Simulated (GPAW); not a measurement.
# AlN (P6_3mc) in GPAW: settings compared

Aim: see how the results for AlN move with the level of theory and the settings. Levels: TPSS, r2SCAN. Tasks: relaxation of cell and atoms.

All numbers are computed with GPAW 26.7.0; they aren't measurements. Logs are shortened: lines on timing, memory, paths and dates and some standing lists are left out, and cuts for length are marked. The log counts tension as positive stress, the text compression.

**1. Starting point**

The structure is hexagonal, space group P6_3mc (No. 186). The conventional cell has a = 3.113 Å, b = 3.113 Å, c = 4.981 Å, α = 90.00°, β = 90.00°, γ = 120.00°. Al (site symmetry 3m) is surrounded by 4 N at 1.89 Å. N (site symmetry 3m) is surrounded by 4 Al at 1.89 Å.

**2. Relaxation of cell and atoms, TPSS, target pressure -2 GPa, at which the enthalpy is minimised**

run.py reads:

```python
from ase.filters import FrechetCellFilter
from ase.io import read, write
from ase.optimize import BFGS
from ase.units import GPa
from gpaw import GPAW, PW

atoms = read('AlN.cif')

calc = GPAW(mode=PW(800),
            xc='MGGA_X_TPSS+MGGA_C_TPSS',
            kpts={'size': (7, 7, 4), 'gamma': True},
            occupations={'name': 'fermi-dirac', 'width': 0.05},
            nbands=18,
            convergence={'density': 1e-06, 'energy': 1e-06, 'eigenstates': 1e-10},
            eigensolver='davidson',
            maxiter=150,
            txt='gpaw.txt')
atoms.calc = calc
opt = BFGS(FrechetCellFilter(atoms, scalar_pressure=-2 * GPa), trajectory='relax.traj', logfile='-')
done = opt.run(fmax=0.02, steps=100)
calc.write('gs.gpw')
write('result.traj', atoms)
print('Converged:', done)
print('Cell:', atoms.cell.cellpar().round(4))
print('Volume:', round(atoms.get_volume(), 4))
print(atoms.get_scaled_positions().round(5))
```

AlN.cif reads:

```cif
data_AlN
_cell_length_a 3.11300000
_cell_length_b 3.11300000
_cell_length_c 4.98100000
_cell_angle_alpha 90.00000000
_cell_angle_beta 90.00000000
_cell_angle_gamma 120.00000000
_space_group_name_H-M_alt 'P1'
_space_group_name_Hall 'P 1'
_space_group_IT_number 1
loop_
_space_group_symop_operation_xyz
'x,y,z'
loop_
_atom_site_label
_atom_site_type_symbol
_atom_site_symmetry_multiplicity
_atom_site_Wyckoff_symbol
_atom_site_fract_x
_atom_site_fract_y
_atom_site_fract_z
_atom_site_occupancy
Al1 Al 1 a 0.6666666667 0.3333333333 0.5000000000 1
Al2 Al 1 a 0.3333333333 0.6666666667 0.0000000000 1
N1 N 1 a 0.6666666667 0.3333333333 0.8800000000 1
N2 N 1 a 0.3333333333 0.6666666667 0.3800000000 1
```

Potentials or basis: GPAW PAW data sets (gpaw-data 1.2.1), pw.

Started as:

```bash
$ OMP_NUM_THREADS=1 python run.py
```

gpaw.txt:

```text
__  _  _
 | _ |_)|_||  |
 |__||  | ||/\| - 26.7.0

Input parameters:
  mode=PW(ecut=800.0),
  convergence={'density': 1e-06, 'energy': 1e-06, 'eigenstates': 1e-10},
  eigensolver=Davidson(niter=2),
  kpts=MonkhorstPack(size=(7, 7, 4), gamma=True),
  maxiter=150,
  nbands=18,
  occupations=Occupations(name='fermi-dirac', width=0.05),
  xc=XC(name='MGGA_X_TPSS+MGGA_C_TPSS')

Diagonalizing LCAO Hamiltonian
Converting LCAO to pw mode

           N

           Al
        N

        Al

Atoms  # Å, Bohr magnetons
|   | symbol |         x |        y |        z |    initial magnetic moments |
|---|--------|-----------|----------|----------|-----------------------------|
| 0 |     Al |  1.556500 | 0.898646 | 2.490500 | ( 0.0000,  0.0000,  0.0000) |
| 1 |     Al | -0.000000 | 1.797291 | 0.000000 | ( 0.0000,  0.0000,  0.0000) |
| 2 |      N |  1.556500 | 0.898646 | 4.383280 | ( 0.0000,  0.0000,  0.0000) |
| 3 |      N | -0.000000 | 1.797291 | 1.892780 | ( 0.0000,  0.0000,  0.0000) |

Unit cell  # Å
| periodic |         x |        y |        z |  lengths |     angles |
|----------|-----------|----------|----------|----------|------------|
|      yes |  3.113000 | 0.000000 | 0.000000 | 3.113000 |  90.000000 |
|      yes | -1.556500 | 2.695937 | 0.000000 | 3.113000 |  90.000000 |
|      yes |  0.000000 | 0.000000 | 4.981000 | 4.981000 | 120.000000 |

Number of symmetries: 6
Symmetry operations  # r_c * U_cc + t_c -> r_c
|   | kind |            matrix            |
|---|------|------------------------------|
| 0 |  σ   |  1, 1, 0,  0,-1, 0,  0, 0, 1 |
| 1 |  E   |  1, 0, 0,  0, 1, 0,  0, 0, 1 |
| 2 |  C3  |  0, 1, 0, -1,-1, 0,  0, 0, 1 |
| 3 |  σ   |  0,-1, 0, -1, 0, 0,  0, 0, 1 |
| 4 |  σ   | -1, 0, 0,  1, 1, 0,  0, 0, 1 |
| 5 |  C3  | -1,-1, 0,  1, 0, 0,  0, 0, 1 |

BZ-sampling:
  Number of BZ points: 196
  Number of IBZ points: 28
[... 118 lines left out ...]
xc functional:
  name: MGGA_X_TPSS+MGGA_C_TPSS with 2 nearest neighbor stencil

convergence criteria:
- Maximum integral of absolute [dens]ity change: 1e-06 electrons / valence electron
- Maximum [total energy] change in last 3 cyles: 1e-06 eV / valence electron
- Maximum integral of absolute [eigenst]ate change: 1e-10 eV^2 / valence electron
maximum number of iterations: 150

SCF iterations
|iter     | |      energy | eigst |  dens |
|---------|-|-------------|-------|-------|
|iter:   1| |  184.302428 | +3.61 |       |
|iter:   2| |  -45.221559 | +0.52 | -0.89 |
|iter:   3| |-17826368.086967 | +6.66 | -0.55 |
|iter:   4| |   87.851252 | +2.88 | +2.56 |
|iter:   5| |   26.769619 | +1.93 | -0.08 |
|iter:   6| |  -37.366717 | +1.52 | -0.49 |
|iter:   7| |  -43.295525 | -0.28 | -0.79 |
|iter:   8| |  -41.962983 | -1.32 | -0.75 |
|iter:   9| |  -41.848352 | -1.65 | -1.12 |
|iter:  10| |  -41.877019 | -2.30 | -1.51 |
|iter:  11| |  -41.889139 | -3.25 | -1.52 |
|iter:  12| |  -41.931597 | -2.93 | -1.50 |
|iter:  13| |  -42.006293 | -2.71 | -1.44 |
|iter:  14| |  -41.969108 | -3.79 | -1.34 |
|iter:  15| |  -41.955061 | -3.87 | -1.40 |
|iter:  16| |  -41.870861 | -2.19 | -1.45 |
|iter:  17| |  -41.876787 | -3.31 | -2.17 |
|iter:  18| |  -41.877023 | -5.02 | -2.95 |
|iter:  19| |  -41.877031 | -6.25 | -3.58 |
|iter:  20| |  -41.877032c| -7.29 | -3.98 |
|iter:  21| |  -41.877032c| -8.09 | -4.37 |
|iter:  22| |  -41.877032c| -9.40 | -5.13 |
|iter:  23| |  -41.877032c|-10.80c| -5.83 |
|iter:  24| |  -41.877032c|-11.87c| -6.32c|
[... 287 lines left out ...]
Gap: 4.146 eV
Transition (v -> c):
  (s=0, k=0, n=7, [0.00, 0.00, 0.00]) -> (s=0, k=0, n=8, [0.00, 0.00, 0.00])
No difference between direct/indirect transitions

Stress tensor  # eV/Ang^3
|         x |         y |         z |
|-----------|-----------|-----------|
| -0.014059 |  0.000000 |  0.000000 |
|  0.000000 | -0.014059 |  0.000000 |
|  0.000000 |  0.000000 | -0.019967 |

Forces  # eV/Ang
|        x |       y |        z |
|----------|---------|----------|
|  0.00000 | 0.00000 | -0.07295 |  # Al   0
| -0.00000 | 0.00000 | -0.07270 |  # Al   1
| -0.00000 | 0.00000 |  0.07294 |  # N    2
|  0.00000 | 0.00000 |  0.07337 |  # N    3

Interpolating wave functions to new cell

           N

           Al
        N

        Al

Atoms  # Å, Bohr magnetons
|   | symbol |         x |        y |         z |    initial magnetic moments |
|---|--------|-----------|----------|-----------|-----------------------------|
| 0 |     Al |  1.566694 | 0.904531 |  2.503083 | ( 0.0000,  0.0000,  0.0000) |
| 1 |     Al | -0.000000 | 1.809063 | -0.007772 | ( 0.0000,  0.0000,  0.0000) |
| 2 |      N |  1.566694 | 0.904531 |  4.426941 | ( 0.0000,  0.0000,  0.0000) |
| 3 |      N | -0.000000 | 1.809063 |  1.916106 | ( 0.0000,  0.0000,  0.0000) |

Unit cell  # Å
| periodic |         x |        y |         z |  lengths |     angles |
|----------|-----------|----------|-----------|----------|------------|
|      yes |  3.133389 | 0.000000 |  0.000000 | 3.133389 |  90.000000 |
|      yes | -1.566694 | 2.713594 | -0.000000 | 3.133389 |  90.000000 |
|      yes | -0.000000 | 0.000000 |  5.021761 | 5.021761 | 120.000000 |

Number of symmetries: 6
Symmetry operations  # r_c * U_cc + t_c -> r_c
|   | kind |            matrix            |
|---|------|------------------------------|
| 0 |  σ   |  1, 1, 0,  0,-1, 0,  0, 0, 1 |
| 1 |  E   |  1, 0, 0,  0, 1, 0,  0, 0, 1 |
| 2 |  C3  |  0, 1, 0, -1,-1, 0,  0, 0, 1 |
| 3 |  σ   |  0,-1, 0, -1, 0, 0,  0, 0, 1 |
| 4 |  σ   | -1, 0, 0,  1, 1, 0,  0, 0, 1 |
| 5 |  C3  | -1,-1, 0,  1, 0, 0,  0, 0, 1 |

BZ-sampling:
  Number of BZ points: 196
  Number of IBZ points: 28
[... 188 lines left out ...]
Gap: 3.962 eV
Transition (v -> c):
  (s=0, k=0, n=7, [0.00, 0.00, 0.00]) -> (s=0, k=0, n=8, [0.00, 0.00, 0.00])
No difference between direct/indirect transitions

Stress tensor  # eV/Ang^3
|        x |        y |        z |
|----------|----------|----------|
| 0.004289 | 0.000000 | 0.000000 |
| 0.000000 | 0.004289 | 0.000000 |
| 0.000000 | 0.000000 | 0.009892 |

Forces  # eV/Ang
|        x |       y |        z |
|----------|---------|----------|
| -0.00000 | 0.00000 |  0.09382 |  # Al   0
|  0.00000 | 0.00000 |  0.09353 |  # Al   1
|  0.00000 | 0.00000 | -0.09300 |  # N    2
| -0.00000 | 0.00000 | -0.09343 |  # N    3

Interpolating wave functions to new cell

           N

           Al
        N

        Al

Atoms  # Å, Bohr magnetons
|   | symbol |         x |        y |         z |    initial magnetic moments |
|---|--------|-----------|----------|-----------|-----------------------------|
| 0 |     Al |  1.568278 | 0.905445 |  2.506119 | ( 0.0000,  0.0000,  0.0000) |
| 1 |     Al | -0.000000 | 1.810891 | -0.007124 | ( 0.0000,  0.0000,  0.0000) |
| 2 |      N |  1.568278 | 0.905445 |  4.430504 | ( 0.0000,  0.0000,  0.0000) |
| 3 |      N | -0.000000 | 1.810891 |  1.917280 | ( 0.0000,  0.0000,  0.0000) |
[... 237 lines left out ...]
        Al

Atoms  # Å, Bohr magnetons
|   | symbol |         x |        y |         z |    initial magnetic moments |
|---|--------|-----------|----------|-----------|-----------------------------|
| 0 |     Al |  1.569820 | 0.906336 |  2.510124 | ( 0.0000,  0.0000,  0.0000) |
| 1 |     Al | -0.000000 | 1.812672 | -0.004937 | ( 0.0000,  0.0000,  0.0000) |
| 2 |      N |  1.569820 | 0.906336 |  4.431524 | ( 0.0000,  0.0000,  0.0000) |
| 3 |      N | -0.000000 | 1.812672 |  1.916481 | ( 0.0000,  0.0000,  0.0000) |

Unit cell  # Å
| periodic |         x |        y |        z |  lengths |     angles |
|----------|-----------|----------|----------|----------|------------|
|      yes |  3.139640 | 0.000000 | 0.000000 | 3.139640 |  90.000000 |
|      yes | -1.569820 | 2.719008 | 0.000000 | 3.139640 |  90.000000 |
|      yes |  0.000000 | 0.000000 | 5.030157 | 5.030157 | 120.000000 |

Number of symmetries: 6
Symmetry operations  # r_c * U_cc + t_c -> r_c
|   | kind |            matrix            |
|---|------|------------------------------|
| 0 |  σ   |  1, 1, 0,  0,-1, 0,  0, 0, 1 |
| 1 |  E   |  1, 0, 0,  0, 1, 0,  0, 0, 1 |
| 2 |  C3  |  0, 1, 0, -1,-1, 0,  0, 0, 1 |
| 3 |  σ   |  0,-1, 0, -1, 0, 0,  0, 0, 1 |
| 4 |  σ   | -1, 0, 0,  1, 1, 0,  0, 0, 1 |
| 5 |  C3  | -1,-1, 0,  1, 0, 0,  0, 0, 1 |

BZ-sampling:
  Number of BZ points: 196
  Number of IBZ points: 28
[... 171 lines left out ...]
|          2 |        -0.150 |     2.000 |
|          3 |         4.949 |     2.000 |
|          4 |         4.949 |     2.000 |
|          5 |         5.598 |     2.000 |
[... 8 lines left out ...]
|         14 |        19.045 |     0.000 |
|         15 |        19.045 |     0.000 |
|        ... |               |           |
|         17 |        20.460 |     0.000 |

Gap: 3.930 eV
Transition (v -> c):
  (s=0, k=0, n=7, [0.00, 0.00, 0.00]) -> (s=0, k=0, n=8, [0.00, 0.00, 0.00])
No difference between direct/indirect transitions

Stress tensor  # eV/Ang^3
|        x |         y |         z |
|----------|-----------|-----------|
| 0.012987 |  0.000000 |  0.000000 |
| 0.000000 |  0.012987 | -0.000000 |
| 0.000000 | -0.000000 |  0.012938 |

Forces  # eV/Ang
|        x |        y |        z |
|----------|----------|----------|
|  0.00000 |  0.00000 |  0.02505 |  # Al   0
|  0.00000 |  0.00000 |  0.02502 |  # Al   1
|  0.00000 | -0.00000 | -0.02455 |  # N    2
| -0.00000 |  0.00000 | -0.02466 |  # N    3

Interpolating wave functions to new cell

           N

           Al
        N
[... 203 lines left out ...]
|          2 |        -0.151 |     2.000 |
|          3 |         4.952 |     2.000 |
|          4 |         4.952 |     2.000 |
|          5 |         5.602 |     2.000 |
[... 8 lines left out ...]
|         14 |        19.050 |     0.000 |
|         15 |        19.050 |     0.000 |
|        ... |               |           |
|         17 |        20.460 |     0.000 |

Gap: 3.936 eV
Transition (v -> c):
  (s=0, k=0, n=7, [0.00, 0.00, 0.00]) -> (s=0, k=0, n=8, [0.00, 0.00, 0.00])
No difference between direct/indirect transitions

Stress tensor  # eV/Ang^3
|        x |         y |         z |
|----------|-----------|-----------|
| 0.013257 |  0.000000 |  0.000000 |
| 0.000000 |  0.013257 | -0.000000 |
| 0.000000 | -0.000000 |  0.011856 |

Forces  # eV/Ang
|        x |        y |        z |
|----------|----------|----------|
| -0.00000 |  0.00000 |  0.00528 |  # Al   0
| -0.00000 | -0.00000 |  0.00530 |  # Al   1
| -0.00000 | -0.00000 | -0.00488 |  # N    2
|  0.00000 |  0.00000 | -0.00489 |  # N    3

# Writing to gs.gpw (mode='')
```

It took 7.8 min on 1 thread of Intel Xeon Platinum 8488C (Sapphire Rapids), shared host; peak memory 0.49 GiB.

What came out:

```
Free energy                                            : -41.8867 eV
Relaxed volume                                         : 10.73 Å³/atom
Relaxed cell                                           : a = 3.140 Å, b = 3.140 Å, c = 5.030 Å, α = 90.00°, β = 90.00°, γ = 120.00°
Space group after relaxing (to 0.05 Å)                 : P6_3mc (No. 186)
Energy change on relaxing (the enthalpy is what falls) : -2.4 meV/atom
Ionic steps                                            : 6
Pressure after relaxing                                : -2.0 GPa
Largest force after relaxing                           : 0.005 eV/Å
Band gap on the k mesh                                 : 3.94 eV, direct
```

Forces in eV/Å, atoms in the order of the input:
```
Al   0.000  0.000  0.005
Al   0.000  0.000  0.005
N    0.000  0.000 -0.005
N    0.000  0.000 -0.005
```

The path:
| step | energy change (eV) | largest force (eV/Å) | pressure (GPa) | volume (Å³) |
| --- | --- | --- | --- | --- |
| 1 | 0.0000 | 0.1306 | 3.38 | 41.80 |
| 2 | -0.0043 | 0.0734 | 2.57 | 41.96 |
| 3 | -0.0104 | 0.0938 | -0.99 | 42.70 |
| 4 | -0.0100 | 0.0784 | -1.56 | 42.83 |
| 5 | -0.0095 | 0.0250 | -2.08 | 42.94 |
| 6 | -0.0096 | 0.0053 | -2.05 | 42.94 |

Final structure:
```
CELL_PARAMETERS angstrom
3.13956 0.00000 0.00000
-1.56978 2.71894 0.00000
0.00000 0.00000 5.02975
ATOMIC_POSITIONS crystal
Al 0.66667 0.33333 0.49918
Al 0.33333 0.66667 0.99918
N 0.66667 0.33333 0.88083
N 0.33333 0.66667 0.38084
```

Caveat: later steps reuse the first step's grids; the PAW data sets were made with another functional, which shifts forces and pressure a little. TPSS opens gaps a little over a GGA but as a rule still falls short of measured ones.

**3. Relaxation of cell and atoms, r2SCAN**

run.py reads:

```python
from ase.filters import FrechetCellFilter
from ase.io import read, write
from ase.optimize import BFGS
from gpaw import GPAW, PW

atoms = read('POSCAR')

calc = GPAW(mode=PW(800),
            xc='MGGA_X_R2SCAN+MGGA_C_R2SCAN',
            kpts={'size': (7, 7, 4), 'gamma': True},
            occupations={'name': 'fermi-dirac', 'width': 0.05},
            nbands=18,
            convergence={'density': 1e-06, 'energy': 1e-06, 'eigenstates': 1e-10},
            maxiter=150,
            txt='gpaw.txt')
atoms.calc = calc
opt = BFGS(FrechetCellFilter(atoms), trajectory='relax.traj', logfile='-')
done = opt.run(fmax=0.01, steps=100)
calc.write('gs.gpw')
write('result.traj', atoms)
print('Converged:', done)
print('Cell:', atoms.cell.cellpar().round(4))
print('Volume:', round(atoms.get_volume(), 4))
print(atoms.get_scaled_positions().round(5))
```

POSCAR reads:

```
AlN
1.0
    3.1130000000      0.0000000000      0.0000000000
   -1.5565000000      2.6959370820      0.0000000000
    0.0000000000      0.0000000000      4.9810000000
Al N
2 2
Direct
    0.6666666667      0.3333333333      0.5000000000
    0.3333333333      0.6666666667      0.0000000000
    0.6666666667      0.3333333333      0.8800000000
    0.3333333333      0.6666666667      0.3800000000
```

Potentials or basis: GPAW PAW data sets (gpaw-data 1.2.1), pw.

Started as:

```bash
$ OMP_NUM_THREADS=1 python run.py
```

Wall time 3 min (1 thread of AMD EPYC 9R45 (Zen 5), shared host); peak memory 0.45 GiB.

Results (log left out):

```yaml
Free_energy: -38.1797 eV
Relaxed_volume: 10.43 Å³/atom
Relaxed_cell: a = 3.110 Å, b = 3.110 Å, c = 4.982 Å, α = 90.00°, β = 90.00°, γ = 120.00°
Space_group_after_relaxing_to_0.05_Å: P6_3mc (No. 186)
Energy_gained_by_relaxing: 0.3 meV/atom
Ionic_steps: 5
Pressure_after_relaxing: 0.0 GPa
Largest_force_after_relaxing: 0.008 eV/Å
Band_gap_on_the_k_mesh: 4.94 eV, direct
```

Forces in eV/Å, atoms in the order of the input:
```
Al  0.000 0.000 0.008
Al  0.000 0.000 0.008
N   0.000 0.000 0.000
N   0.000 0.000 0.000
```

The path:
| step | energy change (eV) | largest force (eV/Å) | pressure (GPa) | volume (Å³) |
| --- | --- | --- | --- | --- |
| 1 | 0.0000 | 0.1294 | -0.33 | 41.80 |
| 2 | -0.0008 | 0.0765 | -0.29 | 41.79 |
| 3 | -0.0012 | 0.0053 | -0.20 | 41.77 |
| 4 | -0.0011 | 0.0073 | -0.17 | 41.77 |
| 5 | -0.0011 | 0.0085 | 0.00 | 41.73 |

Final structure:
```
Al N
1.0
     3.10994    0.00000    0.00000
    -1.55497    2.69329    0.00000
     0.00000    0.00000    4.98242
Al N
2 2
Cartesian
  1.5550 0.8978 2.4874
  0.0000 1.7955 -0.0038
  1.5550 0.8978 4.3895
  0.0000 1.7955 1.8982
```

Levels at points of the mesh, in eV from the valence-band top:
```csv
k point,band 5,band 6,band 7,band 8,band 9,band 10,band 11,band 12
"(0.00, 0.00, 0.00)",-0.90,-0.23,-0.23,0.00,4.94,7.55,11.63,12.07
"(0.00, 0.00, 0.50)",-0.57,-0.57,-0.57,-0.57,7.27,7.27,11.33,11.33
```

Caveat: later steps reuse the first step's grids; the PAW data sets were made with another functional, which shifts forces and pressure a little. r2SCAN opens gaps a little over a GGA but as a rule still falls short of measured ones.
